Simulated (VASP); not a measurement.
# PtSe2 (P-3m1) in VASP: settings compared, part 2 of 2

VASP 6.6.1.

## 3. Relaxation of the atoms, LDA

INCAR reads:

```
SYSTEM = PtSe2
PREC     = Accurate       ! precision mode
ENCUT    = 520            ! plane-wave cutoff, eV
EDIFF    = 1E-6           ! SCF threshold, eV
ISMEAR   = 0              ! smearing method
SIGMA    = 0.05           ! smearing width, eV
LREAL    = .FALSE.        ! projectors in reciprocal space
LASPH    = .TRUE.         ! aspherical terms in the spheres
NELM     = 60             ! most SCF steps
ALGO     = Fast           ! electronic algorithm
ISIF     = 2              ! what is computed and relaxed
LWAVE    = .FALSE.        ! write WAVECAR
LCHARG   = .FALSE.        ! write CHGCAR
IBRION   = 2              ! ionic algorithm
NSW      = 60             ! ionic steps
EDIFFG   = -0.02          ! ionic threshold
KPAR     = 2
```

KPOINTS reads:

```
regular mesh
0
G
  10 10 8
  0 0 0
```

POSCAR reads:

```
PtSe2
1.0
    3.7240000000      0.0000000000      0.0000000000
   -1.8620000000      3.2250786000      0.0000000000
    0.0000000000      0.0000000000      4.9810080000
Pt Se
1 2
Direct
    0.0000000000      0.0000000000      0.0000000000
    0.3333333300      0.6666666700      0.2540650400
    0.6666666700      0.3333333300      0.7459349600
```

Potentials or basis: VASP PAW LDA potentials, release 64 (Pt, Se).

The run is started by

```sh
cat potpaw_LDA.64/Pt/POTCAR potpaw_LDA.64/Se/POTCAR > POTCAR
mpirun -np 2 vasp_std > vasp.out
```

OUTCAR:

```text
SYSTEM = PtSe2
   PREC = Accurate
   ENCUT = 520
   EDIFF = 1E-6
   ISMEAR = 0
   LREAL = .FALSE.
   LASPH = .TRUE.
   NELM = 60
   ISIF = 2
   IBRION = 2
   NSW = 60
   EDIFFG = -0.02

 ion  position               nearest neighbor table
   1  0.000  0.000  0.000-   2 2.49   3 2.49   2 2.49   3 2.49   3 2.49   2 2.49
   2  0.333  0.667  0.254-   1 2.49   1 2.49   1 2.49
   3  0.667  0.333  0.746-   1 2.49   1 2.49   1 2.49

  LATTYP: Found a hexagonal cell.
 ALAT       =     3.7240000000
 C/A-ratio  =     1.3375424275

  Lattice vectors:

 A1 = (   3.7240000000,   0.0000000000,   0.0000000000)
 A2 = (  -1.8620000000,   3.2250786000,   0.0000000000)
 A3 = (   0.0000000000,   0.0000000000,   4.9810080000)

Analysis of symmetry for initial positions (statically):
=====================================================================
 Subroutine PRICEL returns:
 Original cell was already a primitive cell.

 Routine SETGRP: Setting up the symmetry group for a
 hexagonal supercell.

 Subroutine GETGRP returns: Found 12 space group operations
 (whereof 12 operations were pure point group operations)
 out of a pool of 24 trial point group operations.

The static configuration has the point symmetry D_3d.

Analysis of symmetry for dynamics (positions and initial velocities):
=====================================================================
 Subroutine PRICEL returns:
 Original cell was already a primitive cell.

 Routine SETGRP: Setting up the symmetry group for a
 hexagonal supercell.

 Subroutine GETGRP returns: Found 12 space group operations
 (whereof 12 operations were pure point group operations)
 out of a pool of 24 trial point group operations.

The dynamic configuration has the point symmetry D_3d.

 Subroutine INISYM returns: Found 12 space group operations
 (whereof 12 operations are pure point group operations),
 and found     1 'primitive' translations

----------------------------------------------------------------------------------------

[... 141 lines left out ...]
  ext. energy  EPLUGINS =         0.00000000
  ---------------------------------------------------
  free energy    TOTEN  =       -17.07351763 eV

  energy without entropy =      -17.07213800  energy(sigma->0) =      -17.07282781

------------------------ aborting loop because EDIFF is reached ----------------------------------------

  FORCE on cell =-STRESS in cart. coord.  units (eV):
  Direction    XX          YY          ZZ          XY          YZ          ZX
  --------------------------------------------------------------------------------------
  -------------------------------------------------------------------------------------
  Total        0.2712425      0.2712425     -0.2420961      0.0000000      0.0000000      0.0000000
  in kB        7.2644233      7.2644233     -6.4838219      0.0000000      0.0000000      0.0000000
  external PRESSURE =       2.6816749 kB  Pullay stress =       0.0000000 kB
[... 61 lines left out ...]
--------------------------------------- Ionic step        3  -------------------------------------------

 number of electron      22.0000000 magnetization

 Free energy of the ion-electron system (eV)
  ---------------------------------------------------
  ext. energy  EPLUGINS =         0.00000000
  ---------------------------------------------------
  free energy    TOTEN  =       -17.07696495 eV

  energy without entropy =      -17.07567203  energy(sigma->0) =      -17.07631849

 E-fermi :   6.6567     XC(G=0): -11.0049

 val. band max:        6.6510809551   @ k =  -0.2000   0.5000   0.1250
 cond. band min:       6.6623884698   @ k =   0.3000   0.3000   0.0000
 fundamental gap:      0.0113075146
 Fermi energy:         6.6566850385

 k-point     1 :       0.0000    0.0000    0.0000
  band No.  band energies     occupation
      1      -9.0590      2.00000
      2      -6.1445      2.00000
      3      -0.5845      2.00000
      4       0.2718      2.00000
      5       0.2718      2.00000
      6       2.7256      2.00000
      7       2.7256      2.00000
      8       4.1015      2.00000
      9       5.6631      2.00000
     10       5.6631      2.00000
     11       7.2530      0.00000
     12       7.9813      0.00000
     13       7.9813      0.00000
     14      10.0876      0.00000
[... 401 lines left out ...]
      2      -7.0203      2.00000
      3      -0.6822      2.00000
      4       0.8844      2.00000
      5       1.1775      2.00000
      6       2.4298      2.00000
      7       2.9486      2.00000
      8       3.1873      2.00000
      9       3.2835      2.00000
     10       3.3822      2.00000
     11       3.9009      2.00000
     12       7.4912      0.00000
     13       8.8172      0.00000
     14      11.2367      0.00000
     15      12.0521      0.00000

 [... further k-points ...]

------------------------ aborting loop because EDIFF is reached ----------------------------------------

  FORCE on cell =-STRESS in cart. coord.  units (eV):
  Direction    XX          YY          ZZ          XY          YZ          ZX
  --------------------------------------------------------------------------------------
  -------------------------------------------------------------------------------------
  Total       -0.0979916     -0.0979916     -0.6951720      0.0000000      0.0000000      0.0000000
  in kB       -2.6244140     -2.6244140    -18.6181107      0.0000000      0.0000000      0.0000000
  external PRESSURE =      -7.9556462 kB  Pullay stress =       0.0000000 kB
[... 18 lines left out ...]
  FREE ENERGIE OF THE ION-ELECTRON SYSTEM (eV)
  ---------------------------------------------------
  free  energy   TOTEN  =       -17.0769649504 eV

  energy  without entropy=      -17.0756720320  energy(sigma->0) =      -17.07631849

 reached required accuracy - stopping structural energy minimisation
```

OSZICAR:

```text
N       E                     dE             d eps       ncg     rms          rms(c)
DAV:   1     0.113699303882E+03    0.11370E+03   -0.10309E+04  2860   0.130E+03
DAV:   2    -0.128882626179E+02   -0.12659E+03   -0.12369E+03  3563   0.238E+02
DAV:   3    -0.178760929426E+02   -0.49878E+01   -0.49570E+01  3534   0.500E+01
[... 20 lines left out ...]
       N       E                     dE             d eps       ncg     rms          rms(c)
DAV:   1    -0.170767505565E+02   -0.36407E-03   -0.78437E-02  2883   0.166E+00    0.132E-01
RMM:   2    -0.170769472819E+02   -0.19673E-03   -0.27242E-03  2820   0.337E-01    0.616E-02
RMM:   3    -0.170769642942E+02   -0.17012E-04   -0.23588E-04  2820   0.122E-01    0.364E-02
RMM:   4    -0.170769652575E+02   -0.96336E-06   -0.36863E-05  2842   0.449E-02    0.189E-02
RMM:   5    -0.170769649504E+02    0.30711E-06   -0.66259E-06  2528   0.200E-02
   3 F= -.17076965E+02 E0= -.17076318E+02  d E =-.344732E-02
```

CONTCAR:

```text
PtSe2
   1.00000000000000
     3.7240000000000002    0.0000000000000000    0.0000000000000000
    -1.8620000000000001    3.2250785999999998    0.0000000000000000
     0.0000000000000000    0.0000000000000000    4.9810080000000001
  Pt              Se
     1     2
Direct
     0.0000000000000000    0.0000000000000000    0.0000000000000000
     0.3333333300000021    0.6666666699999979    0.2574208107185932
     0.6666666699999979    0.3333333300000021    0.7425791892814069

  0.00000000E+00  0.00000000E+00  0.00000000E+00
  0.00000000E+00  0.00000000E+00  0.00000000E+00
  0.00000000E+00  0.00000000E+00  0.00000000E+00
```

It took 36 s on 2 MPI ranks of Intel Xeon 6975P-C (Granite Rapids), shared host; peak memory 0.21 GiB.

Results:

* Free energy: -17.0770 eV
* Energy gained by relaxing: 1.1 meV/atom
* Ionic steps: 3
* Pressure after relaxing: -0.8 GPa
* Band gap on the k mesh: none (metal or under the smearing width)

Stress tensor (GPa, compression positive):
```
-0.26  0.00  0.00
 0.00 -0.26  0.00
 0.00  0.00 -1.86
```

Step by step:
```
step  energy change (eV)  largest force (eV/Å)  pressure (GPa)
   1              0.0000                0.2055            0.27
   2             -0.0029                0.0836           -0.38
   3             -0.0034                0.0013           -0.80
```

Final structure:
```xyz
3
Lattice="3.7240 0.0000 0.0000 -1.8620 3.2251 0.0000 0.0000 0.0000 4.9810" Properties=species:S:1:pos:R:3 pbc="T T T"
Pt    0.0000    0.0000    0.0000
Se    0.0000    2.1501    1.2822
Se    1.8620    1.0750    3.6988
```

## 4. Relaxation of the atoms, rev-vdW-DF2

Edit INCAR of step 3 so:

```diff
@@ -8,3 +8,3 @@
 LASPH    = .TRUE.         ! aspherical terms in the spheres
-NELM     = 60             ! most SCF steps
+NELM     = 80             ! most SCF steps
 ALGO     = Fast           ! electronic algorithm
@@ -13,5 +13,11 @@
 LCHARG   = .FALSE.        ! write CHGCAR
+GGA      = MK             ! functional
+LUSE_VDW = .TRUE.       
+AGGAC    = 0.0          
+PARAM1   = 0.1234       
+PARAM2   = 0.711357     
+ZAB_VDW  = -1.8867      
 IBRION   = 2              ! ionic algorithm
 NSW      = 60             ! ionic steps
-EDIFFG   = -0.02          ! ionic threshold
+EDIFFG   = -0.01          ! ionic threshold
 KPAR     = 2
```

KPOINTS reads:

```
Automatic mesh
0
G
  10 10 8
  0 0 0
```

POSCAR is that of step 3.

Potentials or basis: VASP PAW PBE potentials, release 64 (Pt, Se).

The run is started by

```sh
cat potpaw_PBE.64/Pt/POTCAR potpaw_PBE.64/Se/POTCAR > POTCAR
mpirun -np 2 vasp_std > vasp.out
```

Wall time 3.9 min (2 MPI ranks of Intel Xeon Platinum 8259CL at 2.50GHz (Skylake/Cascade Lake), shared host); peak memory 0.44 GiB.

Results (log left out):

| Property | Result |
| --- | --- |
| Free energy | -9.3959 eV |
| Energy gained by relaxing | 12.4 meV/atom |
| Ionic steps | 4 |
| Pressure after relaxing | 3.1 GPa |
| Band gap on the k mesh | none (metal or under the smearing width) |

Stress tensor (GPa, compression positive):
```
3.96 0.00 0.00
0.00 3.96 0.00
0.00 0.00 1.35
```

Step by step:
| step | energy change (eV) | largest force (eV/Å) | pressure (GPa) |
| --- | --- | --- | --- |
| 1 | 0.0000 | 0.6925 | 6.46 |
| 2 | -0.0318 | 0.2597 | 4.32 |
| 3 | -0.0372 | 0.0118 | 3.14 |
| 4 | -0.0372 | 0.0015 | 3.09 |

Final structure:
```
CELL_PARAMETERS angstrom
3.72400 0.00000 0.00000
-1.86200 3.22508 0.00000
0.00000 0.00000 4.98101
ATOMIC_POSITIONS crystal
Pt 0.00000 0.00000 0.00000
Se 0.33333 0.66667 0.26501
Se 0.66667 0.33333 0.73499
```

Levels at points of the mesh, in eV from the Fermi level:
```csv
k point,band 8,band 9,band 10,band 11,band 12,band 13,band 14,band 15
"(0.00, 0.00, 0.00)",-2.58,-0.89,-0.89,0.68,1.19,1.19,3.57,4.13
"(0.50, 0.00, 0.00)",-3.45,-3.25,-3.22,-2.86,0.53,2.41,5.05,5.96
"(0.00, 0.00, 0.50)",-3.01,-1.71,-1.52,-1.52,2.31,2.31,4.96,6.51
"(0.50, 0.00, 0.50)",-3.26,-3.00,-2.44,-1.20,0.69,1.55,4.66,4.79
```

Caveat: the PAW data sets were made with another functional, which shifts forces and pressure a little. The run has no spin-orbit coupling, so splittings on Pt are missing.

## 5. Relaxation of the atoms, optB88-vdW

INCAR reads:

```
SYSTEM = PtSe2
  PREC = Accurate
  ENCUT = 520
  EDIFF = 1E-6
  ISMEAR = 0
  SIGMA = 0.05
  LREAL = .False.
  LASPH = .True.
  NELM = 60
  ALGO = Normal
  ISIF = 2
  LWAVE = .False.
  LCHARG = .False.
  GGA = BO
  LUSE_VDW = .True.
  AGGAC = 0.0
  PARAM1 = 0.1833333333
  PARAM2 = 0.22
  IBRION = 2
  NSW = 60
  EDIFFG = -0.005
  KPAR = 2
```

KPOINTS reads:

```
Automatic mesh
0
Gamma
  10 10 8
  0 0 0
```

POSCAR is that of step 4.

The run is started by

```sh
cat potpaw_PBE.64/Pt/POTCAR potpaw_PBE.64/Se/POTCAR > POTCAR
mpirun -np 2 vasp_std > vasp.out
```

It took 1.9 min on 2 MPI ranks of Intel Xeon 6975P-C (Granite Rapids), shared host; peak memory 0.44 GiB.

Results (log left out):

- Free energy: -8.3134 eV
- Energy gained by relaxing: 18.7 meV/atom
- Ionic steps: 4
- Pressure after relaxing: 5.1 GPa
- Band gap on the k mesh: none (metal or under the smearing width)

Stress tensor (GPa, compression positive):
```
6.04 0.00 0.00
0.00 6.04 0.00
0.00 0.00 3.18
```

Step by step:
```tsv
step	energy change (eV)	largest force (eV/Å)	pressure (GPa)
1	0.0000	0.8579	9.12
2	-0.0484	0.3133	6.51
3	-0.0561	0.0146	5.17
4	-0.0561	0.0009	5.09
```

Final structure:
```
CELL_PARAMETERS angstrom
3.72400 0.00000 0.00000
-1.86200 3.22508 0.00000
0.00000 0.00000 4.98101
ATOMIC_POSITIONS crystal
Pt 0.00000 0.00000 0.00000
Se 0.33333 0.66667 0.26741
Se 0.66667 0.33333 0.73259
```

Levels at points of the mesh, in eV from the Fermi level:
| k point | band 9 | band 10 | band 11 | band 12 | band 13 | band 14 |
| --- | --- | --- | --- | --- | --- | --- |
| (0.00, 0.00, 0.00) | -0.86 | -0.86 | 0.69 | 1.14 | 1.14 | 3.72 |
| (0.50, 0.00, 0.00) | -3.20 | -3.19 | -2.83 | 0.52 | 2.40 | 5.12 |
| (0.00, 0.00, 0.50) | -1.72 | -1.53 | -1.53 | 2.28 | 2.28 | 5.08 |
| (0.50, 0.00, 0.50) | -2.95 | -2.35 | -1.17 | 0.65 | 1.55 | 4.68 |

Caveat: the PAW data sets were made with another functional, which shifts forces and pressure a little. The run has no spin-orbit coupling, so splittings on Pt are missing.

## 6. The runs side by side

```tsv
level	potentials or basis	gap on the mesh (eV)	pressure (GPa)
PBE+D3(BJ)	VASP PAW PBE potentials, release 64 (Pt, Se)	none	1.0
LDA	VASP PAW LDA potentials, release 64 (Pt, Se)	none	-0.8
rev-vdW-DF2	VASP PAW PBE potentials, release 64 (Pt, Se)	none	3.1
optB88-vdW	VASP PAW PBE potentials, release 64 (Pt, Se)	none	5.1
```

Alike in all rows: task relaxation of the atoms; no spin polarisation; cell atoms relaxed; k mesh 10 × 10 × 8; cutoff (eV) 520; smearing gaussian 0.05 eV.

Caveats: the PAW data sets were made with another functional, which shifts forces and pressure a little (some runs); pairwise dispersion overbinds metals, which lowers pressure and volume (some runs).

Absolute energies hang on the potentials; compare differences alone.
